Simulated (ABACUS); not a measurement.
**Sb under changes of volume**

One of the cells (30.206 Å³/atom); the others are scaled copies at fixed shape and fractional positions:

```xyz
2
Lattice="2.1542 1.2437 3.7580 -2.1542 1.2437 3.7580 0.0000 -2.4875 3.7580" Properties=species:S:1:pos:R:3 pbc="T T T"
Sb    0.0000    0.0000    8.6416
Sb    0.0000    0.0000    2.6324
```

| Property | Result |
| --- | --- |
| Program | ABACUS 3.10.1 |
| Functional | PBE |
| Potentials or basis | PseudoDojo NC SR 0.4.1 PBE standard |
| Cutoff | 1361 eV |
| Density cutoff | 5442 eV |
| Basis | DZP LCAO (the cutoffs set its grid) |
| k mesh | 8 × 8 × 8 |
| Occupations | fermi-dirac, width 0.05 eV |
| Spin | no spin polarisation |

| volume (Å³/atom) | energy over the lowest point (meV/atom) | pressure (GPa) | largest force (eV/Å) |
| --- | --- | --- | --- |
| 28.393 | 90.54 | 8.5 | 0.710 |
| 28.998 | 61.86 | 6.7 | 0.570 |
| 29.602 | 39.45 | 5.2 | 0.439 |
| 30.206 | 22.56 | 3.8 | 0.318 |
| 30.810 | 10.72 | 2.5 | 0.205 |
| 31.414 | ? | ? | ? |
| 32.018 | 0.00 | 0.4 | 0.006 |

Task: What does the run at 31.414 Å³/atom give?

Result: Energy over the lowest point 3.31 meV/atom; pressure 1.4 GPa; largest force 0.102 eV/Å.

Worked out: A Birch-Murnaghan fit of order 3 (a polynomial in V^(-2/3)) to the other rows has its minimum at 32.26 Å³/atom, just outside them, with B0 = V·E''(V) = 49 GPa and B' = 4.6 at fixed shape and positions, which overstates the stiffness. It gives 3.34 meV/atom at 31.414 Å³/atom, against the run's 3.31, and -dE/dV = 1.4 GPa, against 1.4.

Energies are extrapolated to zero smearing.

Caveats: the atomic orbitals were generated for these runs and aren't a published set; the basis of atomic orbitals isn't converged, which shifts pressures, moduli and gaps.
